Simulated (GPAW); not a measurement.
Crystal: Y.

```
CELL_PARAMETERS angstrom
3.64740 0.00000 0.00000
-1.82370 3.15874 0.00000
0.00000 0.00000 5.73060
ATOMIC_POSITIONS crystal
Y 0.66667 0.33333 0.75000
Y 0.33333 0.66667 0.25000
```

- Program: GPAW 26.7.0
- Task: relaxation of cell and atoms
- Functional: r2SCAN
- Potentials or basis: GPAW PAW data sets (gpaw-data 1.2.1)
- Cutoff: 600 eV
- Basis: pw
- k mesh: 6 × 6 × 4
- Occupations: fermi-dirac, width 0.05 eV
- Spin: no spin polarisation

At the start: pressure 0.6 GPa; volume 33.01 Å³/atom.

**Question.** How do energy, volume and symmetry change on relaxing?

**Answer.** Over 5 steps the energy falls by 4.1 meV/atom and the volume is 33.45 Å³/atom (+1.3 %); space group P6_3/mmc (No. 194, to 0.05 Å).

Step by step:
```tsv
step	energy change (eV)	largest force (eV/Å)	pressure (GPa)	volume (Å³)
1	0.0000	0.0000	0.61	66.02
2	-0.0018	0.0000	0.49	66.20
3	-0.0077	0.0000	-0.18	67.21
4	-0.0078	0.0000	-0.16	67.18
5	-0.0082	0.0000	0.00	66.91
```

Final structure:
```
Y
1.0
     3.68840    0.00000    0.00000
    -1.84420    3.19425    0.00000
     0.00000    0.00000    5.67902
Y
2
Direct
  0.66667 0.33333 0.75000
  0.33333 0.66667 0.25000
```

Caveat: later steps reuse the first step's grids; the PAW data sets were made with another functional, which shifts forces and pressure a little.
